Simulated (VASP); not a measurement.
Here is a VASP 6.6.1 calculation.

File INCAR:

```
  ALGO = Normal
  EDIFF = 1E-7
  EDIFFG = -0.01
  ENCUT = 600
  IBRION = 2
  ISIF = 2
  ISMEAR = 0
  LASPH = True
  LCHARG = False
  LMIXTAU = True
  LREAL = False
  LWAVE = False
  METAGGA = R2SCAN
  NELM = 80
  NSW = 40
  PREC = Accurate
  SIGMA = 0.03
```

The input KPOINTS:

```
k-points
0
Gamma
  10 10 10
```

The input POSCAR:

```
ZnS                                     
1.0
    0.0000000000      2.7294716496      2.7294716496
    2.7294716496      0.0000000000      2.7294716496
    2.7294716496      2.7294716496      0.0000000000
  Zn              S             
     1     1
Direct
     0.2500000000000000    0.2500000000000000    0.2500000000000000
     0.0000000000000000    0.0000000000000000    0.0000000000000000
```

Potentials or basis: VASP PAW PBE potentials, release 64 (Zn, S).

The run is started by

```bash
$ cat potpaw_PBE.64/Zn/POTCAR potpaw_PBE.64/S/POTCAR > POTCAR
$ mpirun -np 1 vasp_std > vasp.out
```

(1) What does it give for the band gap on the k mesh?

Answers

(1) 2.53 eV, direct.

Caveat: the relaxation stopped at its first step, so nothing moved.
